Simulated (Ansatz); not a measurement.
# MgSi under changes of volume

One of the cells (17.692 Å³/atom); the others are scaled copies at fixed shape and fractional positions:

```
Si Mg
1.0
     1.50251   -5.42602    0.00000
     1.50251    5.42602    0.00000
     0.00000    0.00000    4.34018
Si Mg
2 2
Direct
  0.57064 0.42936 0.75000
  0.42936 0.57064 0.25000
  0.16838 0.83162 0.25000
  0.83162 0.16838 0.75000
```

The cell comes from a database or a generator and needn't be the stable form of this composition.

```yaml
Program: Ansatz 0.2.0
Functional: LDA
Potentials_or_basis: all-electron LAPW, scalar-relativistic
Cutoff: 135 eV (chosen from the basis error)
Basis_error_allowed: 0.002 eV/atom
k_mesh: 9 × 9 × 6
Occupations: fermi-dirac, width 0.05 eV
Spin: no spin polarisation
```

| volume (Å³/atom) | energy over the lowest point (meV/atom) | pressure (GPa) | largest force (eV/Å) |
| --- | --- | --- | --- |
| 16.630 | 0.01 | 0.8 | 0.122 |
| 16.984 | 0.00 | -0.7 | 0.136 |
| 17.338 | 2.95 | -1.9 | 0.149 |
| 17.692 | ? | ? | ? |
| 18.046 | 16.45 | -4.1 | 0.174 |
| 18.400 | 26.50 | -5.0 | 0.183 |
| 18.754 | 38.47 | -5.8 | 0.191 |

**Question.** What does the run at 17.692 Å³/atom give?

**Answer.** Energy over the lowest point 8.52 meV/atom; pressure -3.0 GPa; largest force 0.162 eV/Å.

Worked out: A Birch-Murnaghan fit of order 3 (a polynomial in V^(-2/3)) to the other rows has its minimum at 16.81 Å³/atom with B0 = V·E''(V) = 67 GPa and B' = 4.2 at fixed shape and positions, which overstates the stiffness. It gives 8.51 meV/atom at 17.692 Å³/atom, against the run's 8.52, and -dE/dV = -3.1 GPa, against -3.0.

Energies are extrapolated to zero smearing.
